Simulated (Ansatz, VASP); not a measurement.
Given: the input of a run of VASP 6.6.1 on Cu3N.

File INCAR:

```
SYSTEM = Cu3N
PREC = Accurate ; ENCUT = 520
EDIFF = 1E-7 ; ISMEAR = -1
SIGMA = 0.05 ; LREAL = .False.
LASPH = .True. ; NELM = 60
ALGO = Normal ; ISIF = 2
LWAVE = .False. ; LCHARG = .False.
GGA = PE ; NBANDS = 27
```

File KPOINTS:

```
Automatic mesh
0
Gamma
  7 7 7
  0 0 0
```

File POSCAR:

```
Cu3N
1.0
    3.8070000000      0.0000000000      0.0000000000
    0.0000000000      3.8070000000      0.0000000000
    0.0000000000      0.0000000000      3.8070000000
Cu N
3 1
Direct
    0.0000000000      0.0000000000      0.5000000000
    0.0000000000      0.5000000000      0.0000000000
    0.5000000000      0.0000000000      0.0000000000
    0.0000000000      0.0000000000      0.0000000000
```

Potentials or basis: VASP PAW PBE potentials, release 64 (Cu, N).

Run with:

```sh
$ cat potpaw_PBE.64/Cu/POTCAR potpaw_PBE.64/N/POTCAR > POTCAR
$ mpirun -np 1 vasp_std > vasp.out
```

Task: Translate it to Ansatz 0.2.0. Potentials there: Ansatz PAW.

Result: As run (the cutoff follows the program's own potentials):

File input.yaml:

```yaml
crystal:
  lattice:
    - [3.807, 0.0, 0.0]
    - [0.0, 3.807, 0.0]
    - [0.0, 0.0, 3.807]
  atoms:
    - { symbol: Cu, position: [0.0, 0.0, 0.5] }
    - { symbol: Cu, position: [0.0, 0.5, 0.0] }
    - { symbol: Cu, position: [0.5, 0.0, 0.0] }
    - { symbol: "N", position: [0.0, 0.0, 0.0] }
hamiltonian:
  xc: pbe
  pseudopotentials: { kind: paw }
kpoints:
  mp_grid: { grid: [7, 7, 7] }
scf:
  occupations: { method: fermi_dirac, width: 0.05 }
output:
  forces: true
  stress: true
  eigenvalues: true
```

Potentials or basis: Ansatz PAW.

The run is started by

```console
$ ansatz run input.yaml --threads 1 --pin off --max-ram 3584MiB --backend cpu --events-out ev --progress --plain --runs-dir out
```

Both were run:

|  | VASP | Ansatz | Ansatz less VASP |
| --- | --- | --- | --- |
| gap on the k mesh at the Fermi level (eV) | 0.99 | 0.97 | -0.015 |
| least direct gap on the mesh (eV) | 1.38 | 1.35 | -0.025 |
| pressure (GPa) | 2.4 | 1.8 | -0.56 |

The two sets of potentials don't hold the same shells in valence.

Caveats: an odd mesh through Γ misses points on the zone boundary, where band edges often lie (VASP); odd divisions of the mesh miss points on the zone boundary, where band edges often lie, so the gap on the mesh can be too wide (Ansatz). PBE gaps usually lie below the measured ones, often by a third to a half.
